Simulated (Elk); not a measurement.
# RbBr: optical spectrum from first principles, part 2 of 2

Wanted: where RbBr starts to absorb, how strongly, and its refractive index. The cell comes from an older database entry, whose edges can differ from later determinations, mostly by under a per cent.

Elk 11.2.3 (patched build); DFT, PBE, all-electron APW+lo, Dirac cores, scalar-relativistic bands, independent-particle optical response without local fields.

So far. Step 2 (Ground state): There is a gap, 4.38 eV on this mesh (points off the mesh can give less), so no carriers' term is needed.

The database entry behind the starting cell differs from later determinations by our own check (about 0.5 % short), so it need not match the best structure at ambient conditions.

## 3. Independent particles

With the density converged, the vertical transitions are summed over the zone.

This step: DFT, PBE, all-electron APW+lo, Dirac cores, scalar-relativistic bands, independent-particle optical response without local fields (Elk 11.2.3 (patched build)).

The input, elk.in:

```
tasks
  121

optcomp
  1 1

xctype
  20

nempty
  14

lorbcnd
  .true.

rgkmax
  7.0

swidth
  0.0055124

wplot
  400 100 0
  0.0 0.80849

sppath
  './'

avec
  0.000000000000 6.476091429093 6.476091429093
  6.476091429093 0.000000000000 6.476091429093
  6.476091429093 6.476091429093 0.000000000000

atoms
  2
  'Rb.in'
  1
  0.000000000000 0.000000000000 0.000000000000   0.000 0.000 0.000
  'Br.in'
  1
  0.500000000000 0.500000000000 0.500000000000   0.000 0.000 0.000

ngridk
  9 9 9
```

Command:

```console
> OMP_NUM_THREADS=4 elk
```

Log:

```text
┌─────────────────────────────────┐
│ Elk code version 11.2.3 started │
└─────────────────────────────────┘

Info(readinput): the functional depends on the density's gradient
 muffin-tin radial points multiplied by    2.00000
 (not where nrmtscf is given)

┌────────────────────┐
│ Current task : 121 │
└────────────────────┘

Info(dielectric):
 dielectric tensor written to EPSILON_ij.OUT
 optical conductivity written to SIGMA_ij.OUT
 for components
  i = 1, j = 1

┌──────────────────┐
│ Elk code stopped │
└──────────────────┘
```

It took 1.3 s on 4 threads of Arm Neoverse V1, shared host; peak memory 0.04 GiB; 5.5 s of CPU time.

Read-outs, printed or worked out from the files:

```
electronic dielectric constant ε∞, mean over x, y and z (by symmetry where fewer were run) : 2.772
main peak of Im epsilon, first axis                                                        : 7.199 eV
```

The Im ε, E ∥ x has structure finer than the step of the table below, so its rows give means over 0.5 eV, whole bins alone (the curve runs from 0 to 21.9 eV). Peaks (eV: height): 7.21: 4.06, 9.30: 3.99, 14.80: 2.13, 17.49: 1.95, 19.80: 1.58.

Values under the direct gap are tails of Lorentzian lines. The Im ε, E ∥ x by photon energy; means over each step:

photon energy (eV), Im ε, E ∥ x and a bar:
```
      0.5       0.00 
      1.0       0.01 
      1.5       0.01 
      2.0       0.02 
      2.5       0.02 
      3.0       0.04 
      3.5       0.05 
      4.0       0.10 #
      4.5       0.32 ###
      5.0       0.61 #####
      5.5       0.99 ########
      6.0       1.76 ###############
      6.5       2.52 #####################
      7.0       3.54 #############################
      7.5       2.98 #########################
      8.0       1.95 ################
      8.5       2.23 ##################
      9.0       3.62 ##############################
      9.5       3.53 #############################
     10.0       2.64 ######################
     10.5       1.57 #############
     11.0       1.05 #########
     11.5       0.88 #######
     12.0       0.92 ########
     12.5       0.89 #######
     13.0       0.76 ######
     13.5       0.63 #####
     14.0       1.09 #########
     14.5       1.97 ################
     15.0       1.88 ################
     15.5       1.68 ##############
     16.0       1.34 ###########
     16.5       1.01 ########
     17.0       1.38 ###########
     17.5       1.87 ###############
     18.0       1.82 ###############
     18.5       1.24 ##########
     19.0       0.93 ########
     19.5       1.21 ##########
     20.0       1.28 ###########
     20.5       0.75 ######
     21.0       0.79 #######
     21.5       0.46 ####
```

Re ε, E ∥ x against photon energy:

photon energy (eV), Re ε, E ∥ x and a bar from the least value:
```
      0.0       2.77 ###################
      0.5       2.78 ###################
      1.0       2.80 ###################
      1.5       2.83 ###################
      2.0       2.88 ####################
      2.5       2.95 ####################
      3.0       3.05 #####################
      3.5       3.19 #####################
      4.0       3.41 #######################
      4.5       3.76 #########################
      5.0       3.86 ##########################
      5.5       3.95 ##########################
      6.0       4.60 ##############################
      6.5       4.03 ###########################
      7.0       3.33 ######################
      7.5       1.88 ##############
      8.0       1.95 ##############
      8.5       2.73 ###################
      9.0       2.14 ###############
      9.5       0.55 #####
     10.0      -0.35 
     10.5      -0.22 #
     11.0       0.19 ###
     11.5       0.73 #######
     12.0       0.78 #######
     12.5       1.05 ########
     13.0       0.98 ########
     13.5       1.45 ###########
     14.0       1.98 ##############
     14.5       1.47 ###########
     15.0       0.82 #######
     15.5       0.56 ######
     16.0       0.40 #####
     16.5       0.79 #######
     17.0       1.30 ##########
     17.5       0.85 #######
     18.0       0.17 ###
     18.5      -0.09 ##
     19.0       0.25 ####
     19.5       0.55 #####
     20.0      -0.24 #
     20.5      -0.04 ##
     21.0      -0.06 ##
     21.5      -0.01 ##
```

Refractive index n and extinction k against photon energy:

```
photon energy (eV)      n        k
               0.0   1.67        0
               0.5   1.67  0.00113
               1.0   1.67  0.00231
               1.5   1.68  0.00365
               2.0   1.70  0.00523
               2.5   1.72  0.00724
               3.0   1.75   0.0100
               3.5   1.79   0.0145
               4.0   1.85   0.0245
               4.5   1.94   0.0692
               5.0   1.97    0.131
               5.5   2.00    0.257
               6.0   2.19    0.441
               6.5   2.09    0.581
               7.0   2.00    0.829
               7.5   1.61    0.848
               8.0   1.52    0.595
               8.5   1.76    0.616
               9.0   1.80     1.05
               9.5   1.41     1.20
              10.0   1.05     1.21
              10.5  0.818    0.944
              11.0  0.792    0.659
              11.5  0.967    0.449
              12.0   1.00    0.469
              12.5   1.10    0.397
              13.0   1.05    0.362
              13.5   1.23    0.256
              14.0   1.45    0.340
              14.5   1.40    0.700
              15.0   1.19    0.775
              15.5   1.11    0.815
              16.0  0.966    0.731
              16.5   1.03    0.513
              17.0   1.27    0.557
              17.5   1.22    0.800
              18.0   1.03    0.941
              18.5  0.761    0.817
              19.0  0.785    0.607
              19.5  0.967    0.622
              20.0  0.739    0.885
              20.5  0.577    0.612
              21.0  0.630    0.677
              21.5  0.456    0.464
```

Values under the direct gap are tails of Lorentzian lines. Loss function −Im 1/ε at q → 0, E ∥ x against energy loss; read off at these points:

```csv
energy loss (eV),"loss function −Im 1/ε at q → 0, E ∥ x"
0.00,0
0.50,4.9e-4
1.00,9.9e-4
1.50,0.00153
2.00,0.00214
2.50,0.00286
3.00,0.00377
3.50,0.00509
4.00,0.00776
4.50,0.0189
5.00,0.0341
5.50,0.0617
6.00,0.0777
6.50,0.110
7.00,0.150
7.50,0.249
8.00,0.256
8.50,0.179
9.00,0.201
9.50,0.287
10.00,0.387
10.50,0.635
11.00,0.926
11.50,0.673
12.00,0.629
12.50,0.470
13.00,0.495
13.50,0.253
14.00,0.202
14.50,0.327
15.00,0.452
15.50,0.505
16.00,0.656
16.17,0.766
16.50,0.605
17.00,0.384
17.50,0.432
18.00,0.513
18.50,0.800
18.81,1.04
19.00,0.983
19.50,0.689
20.00,0.740
20.50,1.41
20.57,1.43
21.00,1.17
21.50,2.36
```

The reflectivity at normal incidence, E ∥ x has structure finer than the step of the table below, so its rows give means over 1 eV, whole bins alone (the curve runs from 0 to 21.9 eV). Peaks (eV: height): 7.2: 20.4, 10.0: 26.3, 15.5: 13.3, 18.1: 19.5, 20.2: 25.3, 21.3: 26.4.

Table of reflectivity at normal incidence, E ∥ x by photon energy; means over each step:

```
photon energy (eV)  reflectivity at normal incidence, E ∥ x (%)
                 1                                         6.34
                 2                                         6.70
                 3                                         7.41
                 4                                         8.95
                 5                                         11.2
                 6                                         14.3
                 7                                         17.6
                 8                                         11.6
                 9                                         18.4
                10                                         23.5
                11                                         12.1
                12                                         4.54
                13                                         3.08
                14                                         6.14
                15                                         11.3
                16                                         9.77
                17                                         7.38
                18                                         16.7
                19                                         12.4
                20                                         19.1
                21                                         20.2
```

From ε follow the optical constants at some laser and lamp lines:

| wavelength (nm) | n | k | R (%) | 1/α |
| --- | --- | --- | --- | --- |
| 1550 | 1.67 | 0.002 | 6.3 | 67 µm |
| 800 | 1.68 | 0.004 | 6.5 | 17 µm |
| 633 | 1.70 | 0.005 | 6.7 | 9.9 µm |
| 450 | 1.73 | 0.009 | 7.2 | 4.2 µm |
| 405 | 1.75 | 0.010 | 7.4 | 3.1 µm |
| 365 | 1.78 | 0.013 | 7.8 | 2.2 µm |
| 248 | 1.97 | 0.131 | 10.8 | 151 nm |

Below the direct gap, k and the depth come from the tails of the Lorentzian lines, not from transitions.

Rows near the edge hang on the gap, which this functional as a rule makes too small, and phonon-assisted absorption is left out.

## 4. What came out

| Quantity | Value |
| --- | --- |
| electronic dielectric constant ε∞, mean over x, y and z (by symmetry where fewer were run) (independent particles) | 2.77 |
| main peak of Im epsilon, first axis | 7.20 eV |

**Reading.** At this level (PBE, independent particles) RbBr has ε∞ = 2.77 and n = 1.67 at 1550 nm, and Im ε peaks at 7.2 eV. On the mesh the gap is 4.38 eV and the least direct gap 4.38 eV. Distinct maxima of Im ε, read by a parabola through the highest points, lie at 7.20 eV (4.1), 7.61 eV (2.9), 9.29 eV (4.0) and 14.80 eV (2.1). Excitons and phonon-assisted transitions are missing, and so are local fields; PBE gaps are as a rule too small, which pulls the onset down and ε∞ up. The sum runs over mesh points, so small or evenly spaced maxima can still be ripples of the mesh.

[Machine, clock and banner lines and Python warnings are left out of the logs.]

[Logs are printed without paths, hosts, clocks, repeated set-up lines and the standing remarks that a program may print on its own settings, such as how far it seeks lower states.]

[Hosts, paths, dates, database ids (printed as entryN), source tags and the programs' standing remarks are cut or masked in the printed files.]
